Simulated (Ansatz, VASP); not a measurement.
CdTe in VASP and in Ansatz

File INCAR:

```
SYSTEM = CdTe
PREC = Accurate
ENCUT = 520
EDIFF = 1E-7
ISMEAR = -1
SIGMA = 0.08
LREAL = .FALSE.
LASPH = .TRUE.
NELM = 100
ALGO = Fast
ISIF = 2
LWAVE = .FALSE.
LCHARG = .FALSE.
GGA = PE
NBANDS = 16
```

The input KPOINTS:

```
regular mesh
0
G
  9 9 9
  0 0 0
```

The input POSCAR:

```
CdTe
1.0
    0.0000000000      3.1834892848      3.1834892848
    3.1834892848      0.0000000000      3.1834892848
    3.1834892848      3.1834892848      0.0000000000
Cd Te
1 1
Direct
    0.0000000000      0.0000000000      0.0000000000
    0.7500000000      0.7500000000      0.7500000000
```

Input for Ansatz:

```yaml
crystal:
  lattice:
    - [0.0, 3.1834892848, 3.1834892848]
    - [3.1834892848, 0.0, 3.1834892848]
    - [3.1834892848, 3.1834892848, 0.0]
  atoms:
    - { symbol: Cd, position: [0.0, 0.0, 0.0] }
    - { symbol: Te, position: [0.75, 0.75, 0.75] }
kpoints:
  mp_grid: { grid: [9, 9, 9] }
scf:
  occupations: { method: fermi_dirac, width: 0.08 }
hamiltonian:
  xc: pbe
  pseudopotentials: { kind: all_electron, lapw: { basis_error: 0.001 } }
output:
  forces: true
  stress: true
  eigenvalues: true
```

Change from the starting cell: volume scaled by 0.98.

Alike in both runs: task single point; functional PBE; k mesh 9 × 9 × 9; occupations fermi-dirac, width 0.08 eV; no spin polarisation.

```csv
,VASP,Ansatz
version,VASP 6.6.1,Ansatz 0.2.0
potentials or method,"VASP PAW PBE potentials, release 64 (Cd, Te)","all-electron LAPW, scalar-relativistic"
plane-wave cutoff (eV),520,see its input
```

```csv
,VASP,Ansatz,Ansatz less VASP
pressure (GPa),5.6,5.4,-0.15
```

Ansatz ran all-electron here, so the differences hold the error of VASP's frozen core and of both bases.

Caveats: spin-orbit coupling is left out, which moves the levels of the heavy elements.
